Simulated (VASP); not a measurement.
A run of VASP 6.6.1 is set up as follows.

Contents of INCAR:

```
ALGO = Normal
EDIFF = 1E-6
ENCUT = 500
GGA = PS
GGA_COMPAT = F
ISIF = 2
ISMEAR = 0
LASPH = T
LCHARG = F
LREAL = F
LWAVE = F
NBANDS = 15
NELM = 120
PREC = Accurate
SIGMA = 0.05
```

Contents of KPOINTS:

```
k-points
0
Gamma
  8 8 8
```

File POSCAR:

```
KCl
1.0
    0.0000000000      3.1464700000      3.1464700000
    3.1464700000      0.0000000000      3.1464700000
    3.1464700000      3.1464700000      0.0000000000
K Cl
1 1
Direct
    0.0000000000      0.0000000000      0.0000000000
    0.5000000000      0.5000000000      0.5000000000
```

Potentials or basis: VASP PAW PBE potentials, release 64 (K_sv, Cl).

Launch:

```console
$ cat potpaw_PBE.64/K_sv/POTCAR potpaw_PBE.64/Cl/POTCAR > POTCAR
$ mpirun -np 1 vasp_std > vasp.out
```

**Question.** What does it give for the pressure?

**Answer.** -0.4 GPa.

**Question.** Estimate the band gap on the k mesh.

**Answer.** 5.02 eV.

Caveat: the PAW data sets were made with another functional, which shifts forces and pressure a little.

**Experimental background.**

A printed reference work, monograph reports, for a bulk crystal of KCl: band gap 8.68 eV.

Measured gap of KCl: 8.68 eV (a printed reference work, monograph). This calculation gives 5.02 eV (-3.66 eV). The value is that of PBEsol on a finite k mesh, which can miss the band edges, without temperature or zero-point motion. Semilocal functionals fall short of measured gaps as a rule.
